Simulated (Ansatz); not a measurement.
# BP: the cost of one run

Method: DFT PBE, scalar-relativistic, plane waves, PAW, in Ansatz 0.2.0.

2 further runs of the same task are left out: 1 that didn't finish, 1 set aside as unsound or not needed.

## Step 1: The system as given

Symmetry: F-43m, No. 216, cubic system. The conventional cell has a = 4.548 Å, b = 4.548 Å, c = 4.548 Å, α = 90.00°, β = 90.00°, γ = 90.00°. B (site symmetry -43m) is surrounded by 4 P at 1.97 Å. Around P (site symmetry -43m) lie 4 B at 1.97 Å.

As a file:

```
CELL_PARAMETERS angstrom
0.00000 2.27415 2.27415
2.27415 0.00000 2.27415
2.27415 2.27415 0.00000
ATOMIC_POSITIONS crystal
B 0.00000 0.00000 0.00000
P 0.25000 0.25000 0.25000
```

This cell was relaxed beforehand with the same method: volume 11.76 Å³/atom, gap on the mesh 1.25 eV.

Reference energy of this cell: -912.4470 eV (2 atoms, 10×10×10 mesh, zero smearing).

## Step 2: Cell: atoms packed at random at 1.25 times the crystal's volume

5 B, 5 P were thrown into a skewed cell at random, at 1.25 times a reference volume of the solid, and pushed apart as soft spheres.

The cell holds 5 B, 5 P: a = 5.162 Å, b = 5.079 Å, c = 5.627 Å, α = 86.19°, β = 89.88°, γ = 87.14°.

## Step 3: Relaxing on a coarse mesh

A cheap relaxation: coarse mesh, no symmetry, loose thresholds.

input.yaml

```yaml
crystal:
  lattice:
    - [5.160079, 0.127684, 0.003447]
    - [0.127684, 5.074187, 0.177649]
    - [0.003447, 0.177649, 5.624664]
  atoms:
    - { symbol: B, position: [0.631888673, 0.7016334764, 0.7239190488] }
    - { symbol: B, position: [0.3754375544, 0.5666978891, 0.5250823699] }
    - { symbol: B, position: [0.9486212086, 0.7716388445, 0.9388554627] }
    - { symbol: B, position: [0.0997265089, 0.8011060021, 0.3535310619] }
    - { symbol: B, position: [0.051280448, 0.1331542749, 0.3935907602] }
    - { symbol: P, position: [0.402276315, 0.1907789464, 0.9546940819] }
    - { symbol: P, position: [0.7445477709, 0.1371142641, 0.7401189104] }
    - { symbol: P, position: [0.804971944, 0.2771526265, 0.1371006856] }
    - { symbol: P, position: [0.5167408711, 0.9682797919, 0.3792140465] }
    - { symbol: P, position: [0.9768944723, 0.4684098277, 0.5206374686] }
  symmetry: { detect: false }
basis:
  ecutwfc: 420
kpoints:
  mp_grid: { grid: [3, 3, 3], shift: [0.0, 0.0, 0.0] }
hamiltonian:
  xc: pbe
scf:
  occupations: { method: gaussian, width: 0.1 }
  lower_state_search: "off"
output:
  forces: true
  stress: true
  eigenvalues: true
relax:
  adjacent_minimum: "off"
  f_tol: 0.04
  max_steps: 70
  cell: { stress_tol: 0.3 }
```

The run is started by

```sh
$ ansatz run input.yaml --threads 2 --pin off --max-ram 4096MiB --backend cpu --events-out ev --progress --plain --runs-dir out
```

Q: Estimate wall time and peak memory on 2 threads of Intel Xeon Platinum 8488C (Sapphire Rapids), shared host.

About 2.4 min, with a peak of 0.43 GiB.
